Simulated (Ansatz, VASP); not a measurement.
# C in VASP and in Ansatz

Contents of INCAR:

```
SYSTEM = C
ALGO = Normal ; EDIFF = 1E-6
ENCUT = 520 ; GGA = PE
ISIF = 2 ; ISMEAR = 0
LASPH = .TRUE. ; LCHARG = .TRUE.
LELF = .TRUE. ; LREAL = .FALSE.
LVHAR = .TRUE. ; LWAVE = .FALSE.
NBANDS = 26 ; NELM = 80
PREC = Accurate ; SIGMA = 0.05
```

The input KPOINTS:

```
k-points
0
G
  12 12 4
  0 0 0
```

File POSCAR:

```
C
1.0
    2.5180184915      0.0000000000      0.0000000000
   -1.2590092457      2.1806679808      0.0000000000
    0.0000000000      0.0000000000      7.8893587728
C
8
Direct
    0.0000000000      0.0000000000      0.0929681641
    0.0000000000      0.0000000000      0.5929681641
    0.0000000000      0.0000000000      0.4070318359
    0.0000000000      0.0000000000      0.9070318359
    0.3333333333      0.6666666667      0.1555285626
    0.6666666667      0.3333333333      0.6555285626
    0.3333333333      0.6666666667      0.3444714374
    0.6666666667      0.3333333333      0.8444714374
```

Input for Ansatz:

```yaml
crystal:
  lattice:
    - [2.5180184915, 0.0, 0.0]
    - [-1.2590092457, 2.1806679808, 0.0]
    - [0.0, 0.0, 7.8893587728]
  atoms:
    - { symbol: C, position: [0.0, 0.0, 0.0929681641] }
    - { symbol: C, position: [0.0, 0.0, 0.5929681641] }
    - { symbol: C, position: [0.0, 0.0, 0.4070318359] }
    - { symbol: C, position: [0.0, 0.0, 0.9070318359] }
    - { symbol: C, position: [0.3333333333, 0.6666666667, 0.1555285626] }
    - { symbol: C, position: [0.6666666667, 0.3333333333, 0.6555285626] }
    - { symbol: C, position: [0.3333333333, 0.6666666667, 0.3444714374] }
    - { symbol: C, position: [0.6666666667, 0.3333333333, 0.8444714374] }
basis:
  ecutwfc: 420
kpoints:
  mp_grid: { grid: [12, 12, 4] }
hamiltonian:
  xc: pbe
scf:
  occupations: { method: gaussian, width: 0.05 }
output:
  forces: true
  stress: true
  eigenvalues: true
```

Change from the starting cell: strain +0.000 along x and y, -0.050 along z, atoms carried along.

Alike in both runs: task single point; functional PBE; k mesh 12 × 12 × 4; occupations gaussian, width 0.05 eV; no spin polarisation.

|  | VASP | Ansatz |
| --- | --- | --- |
| version | VASP 6.6.1 | Ansatz 0.2.0 |
| potentials or method | VASP PAW PBE potentials, release 64 (C) | scalar-relativistic, plane waves, PAW |
| plane-wave cutoff (eV) | 520 | 420 |
| valence electrons in the cell | 32 | 32 |

```tsv
	VASP	Ansatz	Ansatz less VASP
gap on the k mesh at the Fermi level (eV)	3.95	3.96	+0.009
least direct gap on the mesh (eV)	4.78	4.79	+0.007
pressure (GPa)	27.2	26.3	-0.88
largest component of the traceless stress (GPa)	48.66	48.41	-0.254
rms of the force components (eV/Å)	0.235	0.226	-0.0085
```

Atom by atom the forces differ by 0.009 eV/Å (rms over components).

Caveats: so large a pressure means that the cell lies far from this level's equilibrium, or that cutoff or potentials fall short (VASP).
